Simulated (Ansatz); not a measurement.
MgS: how the free axis answers a strain

MgS, P6_3mc, a = 4.029 Å, c = 6.415 Å. This isn't the usual stable structure of the compound. Ansatz: PBEsol, PAW, 420 eV, Γ-centred 6×6×4 mesh on 4 atoms, Gaussian smearing 0.02 eV; no spin polarisation. Series: biaxial strain in the a-b plane, c and atoms relaxed; x is the strain in per cent. y is the change of c in per cent of 6.415 Å.

| x (%) | y (%) |
| --- | --- |
| -4.5 | ? |
| -3.0 | 3.14 |
| -1.5 | 1.65 |
| 0.0 | 0.00 |
| 1.5 | -1.77 |
| 3.0 | -3.97 |
| 4.5 | -8.00 |

Task: Fit y = c1 x + c2 x² to the other rows, say what c1 measures, and predict the missing y.

Result: Least squares on the rows shown. y = −1.260 x − 0.09435 x². With no stress along c, c1 = −2C13/C33 = -1.260. With a term in x³ added, the coefficient of x becomes -0.9797, 22 % less, which shows how far this figure hangs on the form. At x = -4.5 the fit asked for gives 3.76 %. The run gave 4.57 %, so the fit is 0.81 % too low, 6.4 % of the span of the series, against an rms of 0.39 % on the fitted rows. The row lies outside the fitted range. With a term in x³ added, a fit to the same known rows predicts 5.84 %, which misses by about as much or more on the other side: the known rows don't fix the higher terms.